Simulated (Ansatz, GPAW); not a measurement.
# Sn: programs and potentials compared

```
CELL_PARAMETERS angstrom
-2.94014 2.94014 1.59930
2.94014 -2.94014 1.59930
2.94014 2.94014 -1.59930
ATOMIC_POSITIONS crystal
Sn 0.00000 0.00000 0.00000
Sn 0.75000 0.25000 0.50000
```

Alike in all runs: task single point; functional PBE; k mesh 9 × 9 × 9; occupations gaussian, width 0.025 eV; no spin polarisation; no spin-orbit coupling. Pressure is positive in compression and, in plane waves, holds the error of the finite cutoff, which Ansatz's Pulay term estimates and takes out.

```csv
program and potentials,plane-wave cutoff (eV),notes,pressure (GPa)
"Ansatz, Ansatz PAW",420,Pulay term of +0.03 GPa included,1.42
"GPAW, GPAW PAW data sets (gpaw-data 1.2.1)",600,-,1.15
"Ansatz, all-electron LAPW, scalar-relativistic",-,-,?
```

Q: Estimate from the other rows what the run with Ansatz, all-electron LAPW, scalar-relativistic gave.

A: Pressure 1.43 GPa. The other rows, which needn't bracket it: pressure 1.15 to 1.42.
